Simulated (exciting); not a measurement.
# GaP (F-43m) in exciting: reference runs

Reference runs on GaP: the cell as given.

Everything below comes from runs of exciting (release sodium). Logs are shortened: lines on timing, memory, paths and dates and some standing lists are left out, and cuts for length are marked.

**Measured values to compare with.**

“Stacking defects in GaP nanowires: Electronic structure and optical properties”, 2018, arxiv:1810.01194 quotes, for a bulk crystal of GaP at 10 K: band gap 2.34 eV (indirect).

The runs below are set against these values where they give the same quantity.

**1. The structure**

Symmetry: F-43m, No. 216, cubic system. Conventional cell: a = 5.451 Å, b = 5.451 Å, c = 5.451 Å, α = 90.00°, β = 90.00°, γ = 90.00°. Ga (site symmetry -43m) has 4 P at 2.36 Å as nearest neighbours. P (site symmetry -43m) is surrounded by 4 Ga at 2.36 Å.

**2. Single point, PBE**

input.xml reads:

```xml
<input>
  <title>GaP</title>
  <structure speciespath="./" tshift="false">
    <crystal scale="1">
      <basevect>0.000000000000 5.149976121136 5.149976121136</basevect>
      <basevect>5.149976121136 0.000000000000 5.149976121136</basevect>
      <basevect>5.149976121136 5.149976121136 0.000000000000</basevect>
    </crystal>
    <species speciesfile="Ga.xml" rmt="2">
      <atom coord="0.000000000000 0.000000000000 0.000000000000"/>
    </species>
    <species speciesfile="P.xml" rmt="2">
      <atom coord="0.750000000000 0.750000000000 0.750000000000"/>
    </species>
  </structure>
  <groundstate do="fromscratch" ngridk="8 8 8" rgkmax="9" gmaxvr="14" lmaxapw="10" lmaxmat="10" lmaxvr="8" xctype="GGA_PBE" stype="Fermi Dirac" swidth="0.00183747" nempty="10" ValenceRelativity="iora*" epsengy="1e-05" epspot="1e-05" maxscl="60" tforce="true" outputlevel="normal"/>
</input>
```

Potentials or basis: all-electron LAPW+lo, shipped species files, valence relativity iora*.

The run is started by

```
$ OMP_NUM_THREADS=1 exciting_smp
```

INFO.OUT:

```text
================================================================================
EXCITING SODIUM started
[... 10 lines left out ...]

 Lattice vectors (cartesian) :
      0.0000000000      5.1499761211      5.1499761211
      5.1499761211      0.0000000000      5.1499761211
      5.1499761211      5.1499761211      0.0000000000

 Reciprocal lattice vectors (cartesian) :
     -0.6100208195      0.6100208195      0.6100208195
      0.6100208195     -0.6100208195      0.6100208195
      0.6100208195      0.6100208195     -0.6100208195

 Unit cell volume                           :     273.1779500546
 Brillouin zone volume                      :       0.9080169662

 Species :    1 (Ga)
     parameters loaded from                 :    Ga.xml
     name                                   :    gallium
     nuclear charge                         :     -31.00000000
     electronic charge                      :      31.00000000
     atomic mass                            :  127097.25380000
     muffin-tin radius                      :       2.00000000
     # of radial points in muffin-tin       :     350

     atomic positions (lattice) :
       1 :   0.00000000  0.00000000  0.00000000

 Species :    2 (P)
     parameters loaded from                 :    P.xml
     name                                   :    phosphorus
     nuclear charge                         :     -15.00000000
     electronic charge                      :      15.00000000
     atomic mass                            :   56461.71408000
     muffin-tin radius                      :       2.00000000
     # of radial points in muffin-tin       :     300

     atomic positions (lattice) :
       1 :   0.75000000  0.75000000  0.75000000

 Total number of atoms per unit cell        :       2

 Spin treatment                             :    spin-unpolarised

 Number of Bravais lattice symmetries       :      48
 Number of crystal symmetries               :      24

 k-point grid                               :       8    8    8
 Total number of k-points                   :      43
 k-point set is reduced with crystal symmetries

 R^MT_min * |G+k|_max (rgkmax)              :       9.00000000
 Species with R^MT_min                      :       1 (Ga)
 Maximum |G+k| for APW functions            :       4.50000000
 Maximum |G| for potential and density      :      14.00000000

 G-vector grid sizes                        :      36    36    36
 Total number of G-vectors                  :   12627

 Maximum angular momentum used for
     APW functions                          :      10
     computing H and O matrix elements      :      10
     potential and density                  :       8
     inner part of muffin-tin               :       2

 Total nuclear charge                       :     -46.00000000
 Total electronic charge                    :      46.00000000
 Total core charge                          :      28.00000000
 Total valence charge                       :      18.00000000

 Number of empty states                     :      10
 Total number of valence states             :      20

 Maximum Hamiltonian size                   :     462
 Maximum number of plane-waves              :     444
 Total number of local-orbitals             :      18

 Exchange-correlation type                  :      20
[... 23 lines left out ...]
+ SCF iteration number :    1                                                  +
++++++++++++++++++++++++++++++++++++++++++++++++++++++++++++++++++++++++++++++++
 Total energy                               :     -2285.32979361
 _______________________________________________________________
 Fermi energy                               :         0.20253107
 Kinetic energy                             :      2326.89030574
 Coulomb energy                             :     -4513.29514197
 Exchange energy                            :       -96.82935937
 Correlation energy                         :        -2.09559801

 DOS at Fermi energy (states/Ha/cell)       :         0.00000002

 Electron charges :
     core                                   :        28.00000000
     core leakage                           :         0.00714989
     valence                                :        18.00000000
     interstitial                           :         4.27845651
     charge in muffin-tin spheres :
                  atom     1    Ga          :        28.73623295
                  atom     2     P          :        12.98531054
     total charge in muffin-tins            :        41.72154349
     total charge                           :        46.00000000

 Estimated fundamental gap                  :         0.07602822
        valence-band maximum at    1      0.0000  0.0000  0.0000
     conduction-band minimum at    5      0.5000  0.0000  0.0000

++++++++++++++++++++++++++++++++++++++++++++++++++++++++++++++++++++++++++++++++
+ SCF iteration number :    2                                                  +
++++++++++++++++++++++++++++++++++++++++++++++++++++++++++++++++++++++++++++++++
 Total energy                               :     -2286.51142316
 _______________________________________________________________
 Fermi energy                               :         0.20865384
 Kinetic energy                             :      2326.17589162
 Coulomb energy                             :     -4513.73638370
 Exchange energy                            :       -96.85365729
 Correlation energy                         :        -2.09727379

 DOS at Fermi energy (states/Ha/cell)       :         0.00000023

 Electron charges :
     core                                   :        28.00000000
     core leakage                           :         0.00706534
     valence                                :        18.00000000
     interstitial                           :         4.31878697
     charge in muffin-tin spheres :
                  atom     1    Ga          :        28.79558404
                  atom     2     P          :        12.88562899
     total charge in muffin-tins            :        41.68121303
     total charge                           :        46.00000000
[... 307 lines left out ...]
++++++++++++++++++++++++++++++++++++++++++++++++++++++++++++++++++++++++++++++++
+ SCF iteration number :   12                                                  +
++++++++++++++++++++++++++++++++++++++++++++++++++++++++++++++++++++++++++++++++
 Total energy                               :     -2286.25397491
 _______________________________________________________________
 Fermi energy                               :         0.21505863
 Kinetic energy                             :      2325.97581095
 Coulomb energy                             :     -4513.30396573
 Exchange energy                            :       -96.82730777
 Correlation energy                         :        -2.09851237

 DOS at Fermi energy (states/Ha/cell)       :         0.00000220

 Electron charges :
     core                                   :        28.00000000
     core leakage                           :         0.00702451
     valence                                :        18.00000000
     interstitial                           :         4.37085325
     charge in muffin-tin spheres :
                  atom     1    Ga          :        28.83146770
                  atom     2     P          :        12.79767905
     total charge in muffin-tins            :        41.62914675
     total charge                           :        46.00000000

 Estimated fundamental gap                  :         0.06047366
        valence-band maximum at    1      0.0000  0.0000  0.0000
     conduction-band minimum at   22      0.3750  0.3750  0.0000

 RMS change in effective potential (target) :  0.153668E-08  ( 0.100000E-04)
 Absolute change in total energy   (target) :  0.117061E-05  ( 0.100000E-04)
 Charge distance                   (target) :  0.129987E-08  ( 0.100000E-04)
 Abs. change in max-nonIBS-force   (target) :   0.00000      ( 0.500000E-04)

++++++++++++++++++++++++++++++++++++++++++++++++++++++++++++++++++++++++++++++++
| Convergency criteria checked for the last 2 iterations                       +
| Convergence targets achieved. Performing final SCF iteration                 +
++++++++++++++++++++++++++++++++++++++++++++++++++++++++++++++++++++++++++++++++
 Total energy                               :     -2286.25397517
 _______________________________________________________________
 Fermi energy                               :         0.21505863
 Kinetic energy                             :      2325.97581093
 Coulomb energy                             :     -4513.30396594
 Exchange energy                            :       -96.82730779
 Correlation energy                         :        -2.09851237

 DOS at Fermi energy (states/Ha/cell)       :         0.00000220

 Electron charges :
     core                                   :        28.00000000
     core leakage                           :         0.00702451
     valence                                :        18.00000000
     interstitial                           :         4.37085325
     charge in muffin-tin spheres :
                  atom     1    Ga          :        28.83146770
                  atom     2     P          :        12.79767905
     total charge in muffin-tins            :        41.62914675
     total charge                           :        46.00000000

 Estimated fundamental gap                  :         0.06047366
        valence-band maximum at    1      0.0000  0.0000  0.0000
     conduction-band minimum at   22      0.3750  0.3750  0.0000

++++++++++++++++++++++++++++++++++++++++++++++++++++++++++++++++++++++++++++++++
+ Self-consistent loop stopped                                                 +
++++++++++++++++++++++++++++++++++++++++++++++++++++++++++++++++++++++++++++++++
 STATE.OUT is written

--------------------------------------------------------------------------------
- Writing atomic positions and forces                                          -
--------------------------------------------------------------------------------

 Atomic positions (lattice) :
 atom     1  Ga  :     0.00000000    0.00000000    0.00000000
 atom     2   P  :     0.75000000    0.75000000    0.75000000

 Total atomic forces including IBS (cartesian) :
 atom     1  Ga  :    -0.00000000    0.00000000   -0.00000000
 atom     2   P  :     0.00000000   -0.00000000    0.00000000

 Atomic force components including IBS (cartesian) :
 atom     1  Ga  :     0.00000000    0.00000000    0.00000000   HF force
                 :     0.00000000    0.00000000   -0.00000000   core correction
                 :     0.00000000    0.00000000    0.00000000   IBS correction
 atom     2   P  :     0.00000000    0.00000000   -0.00000000   HF force
                 :    -0.00000000   -0.00000000    0.00000000   core correction
                 :    -0.00000000   -0.00000000   -0.00000000   IBS correction

********************************************************************************
* Groundstate module stopped                                                   *
********************************************************************************

================================================================================
| EXCITING SODIUM stopped                                                      =
================================================================================
```

Run time: 2.3 min. Hardware: 1 thread of Arm Neoverse V1, shared host; peak memory 0.14 GiB.

Results:

```
Free energy                                       : -62212.1400 eV
Band gap on the k mesh                            : 1.65 eV, indirect (least direct gap 1.82 eV)
All electrons inside the program's atomic spheres : Ga 28.83; P 12.80 (radii Ga 2.0, P 2.0 bohr)
```

**3. Against experiment**

Step 2. Measured gap of GaP: 2.34 eV (indirect; 10 K; quoted in “Stacking defects in GaP nanowires: Electronic structure and optical properties”, 2018, arxiv:1810.01194). This calculation gives 1.65 eV (-0.69 eV). Spin-orbit coupling on Ga is left out. The value is that of PBE on a finite k mesh, which can miss the band edges, without temperature or zero-point motion. Semilocal functionals fall short of measured gaps as a rule.
